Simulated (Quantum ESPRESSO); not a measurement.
PbO2 under changes of volume

One of the cells (13.151 Å³/atom); the others are scaled copies at fixed shape and fractional positions:

```xyz
3
Lattice="0.0000 2.7020 2.7020 2.7020 0.0000 2.7020 2.7020 2.7020 0.0000" Properties=species:S:1:pos:R:3 pbc="T T T"
Pb    0.0000    0.0000    0.0000
O     4.0530    4.0530    4.0530
O     1.3510    1.3510    1.3510
```

The cell comes from a database or a generator and needn't be the stable form of this composition.

- Program: Quantum ESPRESSO 7.5
- Functional: PBE
- Potentials or basis: SSSP 1.3 efficiency PBE
- Cutoff: 748 eV
- Density cutoff: 5987 eV
- k mesh: 9 × 9 × 9
- Occupations: fermi-dirac, width 0.05 eV
- Spin: no spin polarisation

| volume (Å³/atom) | energy over the lowest point (meV/atom) | pressure (GPa) |
| --- | --- | --- |
| 12.362 | 31.00 | 11.2 |
| 12.625 | ? | ? |
| 12.888 | 5.13 | 4.1 |
| 13.151 | 0.26 | 1.2 |
| 13.414 | 0.00 | -1.4 |
| 13.677 | 3.82 | -3.8 |
| 13.940 | 11.26 | -5.8 |

Task: What does the run at 12.625 Å³/atom give?

Result: Energy over the lowest point 15.16 meV/atom; pressure 7.5 GPa.

Worked out: A Birch-Murnaghan fit of order 3 (a polynomial in V^(-2/3)) to the other rows has its minimum at 13.30 Å³/atom with B0 = V·E''(V) = 132 GPa and B' = 5.0. It gives 15.15 meV/atom at 12.625 Å³/atom, against the run's 15.16, and -dE/dV = 7.8 GPa, against 7.5.

Energies are extrapolated to zero smearing.
